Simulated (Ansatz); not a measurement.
**A Se vacancy in rocksalt PbSe, 63 atoms, charge +2**

All numbers come from Ansatz (PAW, plane waves, no spin–orbit coupling) at the single k point (¼, ¼, ¼) without its symmetry partners. The atoms were relaxed with PBEsol in a fixed cell; other functionals are single points on those atoms unless said otherwise. The valence top and gap of the host come from the perfect supercell at Γ, which can miss a band edge that doesn't fold there, PBEsol gap 0.11 eV, r²SCAN gap 0.52 eV. The charge correction uses an assumed dielectric constant of 210.

Cell: a = 12.200 Å, b = 12.200 Å, c = 12.200 Å, α = 90.00°, β = 90.00°, γ = 90.00°.

Nearest atoms after relaxation, from the placed atom (for vacancies from the middle of the vacant sites): Pb at 3.23 Å, Pb at 3.23 Å, Pb at 3.23 Å, Pb at 3.24 Å, Pb at 3.24 Å, Pb at 3.24 Å.

Chemical potentials μ are those of reference phases of the elements at zero temperature by the same functional (the usual solids, diamond for C, grey Sn, and the molecules H2, N2, O2, F2, Cl2, Br2 and S8).

```tsv
functional	E(defect) − E(host) − Σ nμ + q·E_VBM (eV)	monopole (eV)	alignment (eV)	formation energy at E_F = VBM (eV)	moment (μB)	wall time, shared host
PBEsol	2.34	0.03	-0.49	1.88	0.0	19 s on NVIDIA GB300 (relaxation)
```

(1) Estimate the formation energy and moment that r²SCAN gives on these atoms.

(2) How does the monopole term follow by hand for this cubic cell?

r²SCAN one-electron levels near the gap (the ten most localised at most), from the host's valence top, not corrected for the charge's images:

```
level (eV)  spin  filling  atoms sharing it  element of the atom with most weight
      0.42    up     0.00              14.2                                    Pb
      0.42  down     0.00              14.2                                    Pb
```

All elements are taken at their own reference at once; growth conditions in equilibrium with the host shift these energies, by up to the host's formation enthalpy.

One k point and a cell of this size can leave errors of several tenths of an eV in such numbers.

Answers

(1) 2.02 eV at E_F = VBM (2.48 eV before the monopole term 0.03 eV and the alignment -0.49 eV), moment 0.0 μB.

(2) q²·α·e²/(4πε₀)/(2εL) with the Madelung constant α = 2.837 and e²/4πε₀ = 14.40 eV·Å: 4 × 2.837 × 14.40 / (2 × 210 × 12.200) = 0.03 eV.
